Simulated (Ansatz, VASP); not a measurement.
## CoO: VASP beside Ansatz

INCAR

```
SYSTEM = CoO
PREC     = Accurate       ! precision mode
ENCUT    = 520            ! plane-wave cutoff, eV
EDIFF    = 1E-7           ! SCF threshold, eV
ISMEAR   = 0              ! smearing method
SIGMA    = 0.01           ! smearing width, eV
LREAL    = .False.        ! projectors in reciprocal space
LASPH    = .True.         ! aspherical terms in the spheres
NELM     = 150            ! most SCF steps
ALGO     = Normal         ! electronic algorithm
ISIF     = 2              ! what is computed and relaxed
LWAVE    = .False.        ! write WAVECAR
LCHARG   = .False.        ! write CHGCAR
ISPIN    = 2              ! spin polarisation
MAGMOM   = 2.74 0.38      ! initial moments
LORBIT   = 11             ! projections on sites
LMAXMIX  = 4              ! l up to which the mixer works
GGA      = PS             ! functional
NBANDS   = 18             ! bands
```

KPOINTS

```
Automatic mesh
0
Gamma
  10 10 10
  0 0 0
```

POSCAR

```
CoO
1.0
   -1.5080001529      1.5080001529      2.1072499549
    1.5080001529     -1.5080001529      2.1072499549
    1.5080001529      1.5080001529     -2.1072499549
Co O
1 1
Direct
    0.0000000000      0.0000000000      0.0000000000
    0.5000000000      0.5000000000      0.0000000000
```

Input for Ansatz:

```yaml
crystal:
  lattice:
    - [-1.5080001529, 1.5080001529, 2.1072499549]
    - [1.5080001529, -1.5080001529, 2.1072499549]
    - [1.5080001529, 1.5080001529, -2.1072499549]
  atoms:
    - { symbol: Co, position: [0.0, 0.0, 0.0], spin: 2.74 }
    - { symbol: O, position: [0.5, 0.5, 0.0], spin: 0.38 }
basis:
  ecutwfc: 420
kpoints:
  mp_grid: { grid: [10, 10, 10] }
hamiltonian:
  xc: pbesol
scf:
  occupations: { method: gaussian, width: 0.01 }
output:
  forces: true
  stress: true
  eigenvalues: true
  populations: true
magnetization:
  spin_polarized: true
```

Alike in both runs: task single point; functional PBEsol; k mesh 10 × 10 × 10; occupations gaussian, width 0.01 eV; collinear spin.

```csv
,VASP,Ansatz
version,VASP 6.6.1,Ansatz 0.2.0
potentials or method,"VASP PAW PBE potentials, release 64 (Co, O)","scalar-relativistic, plane waves, PAW"
plane-wave cutoff (eV),520,420
valence electrons in the cell,15,23
```

|  | VASP | Ansatz | Ansatz less VASP |
| --- | --- | --- | --- |
| gap on the k mesh at the Fermi level (eV) | none | none | - |
| pressure (GPa) | -9.8 | -9.3 | +0.56 |
| largest component of the traceless stress (GPa) | 0.12 | 0.23 | +0.110 |
| net moment per atom (μB) | 1.47 | 1.48 | +0.010 |
| size of the moment on the site where the two differ most (μB) | 2.56 | 2.49 | -0.073 |

Site moments also hang on the region over which each program counts them. A gap of «none» marks a metal or a gap that the smearing closes. The two sets of potentials don't hold the same shells in valence.

Caveats: the PAW data sets were made with another functional, which shifts forces and pressure a little (VASP); a cell with one magnetic atom can't hold antiferromagnetic order, which such compounds often take; semilocal functionals often make such compounds metallic where correlation or magnetic order opens a gap, which also shifts bond lengths.
